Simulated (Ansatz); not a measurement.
I need an equation of state with a fit of MoP, space group P-6m2. Use Ansatz 0.2.0 through its Python package. Level of theory (first run): PBE, PAW, cutoff 500 eV, 8×8×7 k-points, cold smearing of 0.1 eV.

```cif
data_structure
_symmetry_space_group_name_H-M 'P 1'
_symmetry_Int_Tables_number 1
_cell_length_a 3.2230
_cell_length_b 3.2230
_cell_length_c 3.1910
_cell_angle_alpha 90.000
_cell_angle_beta 90.000
_cell_angle_gamma 120.000
_cell_volume 28.71
loop_
_atom_site_label
_atom_site_type_symbol
_atom_site_fract_x
_atom_site_fract_y
_atom_site_fract_z
_atom_site_occupancy
Mo1 Mo 0.00000 0.00000 0.00000 1
P1 P 0.33333 0.66667 0.50000 1
```

`eos.py`
```python
'''Energy against volume for MoP, with a fit.'''

import warnings

import ansatz as az
from ase.eos import EquationOfState
from ase.units import GPa
import numpy as np

VECTORS = np.array([
    [3.223, 0.0, 0.0],
    [-1.6115, 2.7912, 0.0],
    [0.0, 0.0, 3.191],
])
SITES = [
    ('Mo', [0.0, 0.0, 0.0]),
    ('P', [1 / 3, 2 / 3, 0.5]),
]


def crystal_on(cell):
    crystal = az.Crystal(lattice=az.Lattice.of(cell))
    for symbol, position in SITES:
        crystal = crystal.atom(symbol, position)
    return crystal


def main() -> None:
    warnings.simplefilter('ignore', az.DeckWarning)

    # uniform scaling of the cell
    volumes, energies = [], []
    for scale in np.linspace(0.95, 1.07, 5):
        cell = VECTORS * scale ** (1 / 3)
        model = crystal_on(cell).calculation()
        model = model.functional('pbe')
        model = model.occupations('Marzari-Vanderbilt')
        model = model.basis(500).kpoints(8, 8, 7)
        data = model.run().report
        volumes.append(abs(np.linalg.det(cell)) / len(SITES))
        energies.append(data['free_energy_ev'] / len(SITES))
        print(f'V = {volumes[-1]:8.4f} A^3/atom  F = {energies[-1]:.5f} eV/atom')

    eos = EquationOfState(volumes, energies, eos='murnaghan')
    v0, e0, bulk = eos.fit()
    print(f'V0 = {v0:.4f} A^3/atom, E0 = {e0:.5f} eV/atom, B = {bulk / GPa:.1f} GPa')


if __name__ == '__main__':
    main()
```

```console
$ python eos.py
V =  13.6355 A^3/atom  F = -2856.49598 eV/atom
V =  14.0661 A^3/atom  F = -2856.52755 eV/atom
V =  14.4967 A^3/atom  F = -2856.53796 eV/atom
V =  14.9273 A^3/atom  F = -2856.53035 eV/atom
V =  15.3579 A^3/atom  F = -2856.50743 eV/atom
V0 = 14.5188 A^3/atom, E0 = -2856.53798 eV/atom, B = 223.2 GPa
```

A third-order Birch-Murnaghan fit through the 5 points has its minimum at 14.52 Å³ an atom, 1.2 % above the typed cell, with a bulk modulus of 224 GPa and dB/dP = 4.4. From that minimum the energy rises by 42.0 meV an atom on the compressed side and 30.5 meV on the expanded side.

What to keep in mind:
- Total energies depend on the potentials; only differences at equal settings carry meaning.
- Spin is left out of this run.
- Shape and fractional positions are held along the curve, so the bulk modulus is an upper value where they are free to relax.
- The mesh is modest for a metal, so energies can be off by several to tens of meV an atom and pressures by half a GPa or more; differences at equal mesh fare better.
- The structure is a deposited one; some such entries were measured under pressure or heat, so a shift against it needn't be the functional's error alone.
- Cost: of the order of 7 core-seconds.

(Lines on the test bed's own set-up are left out of the output.)
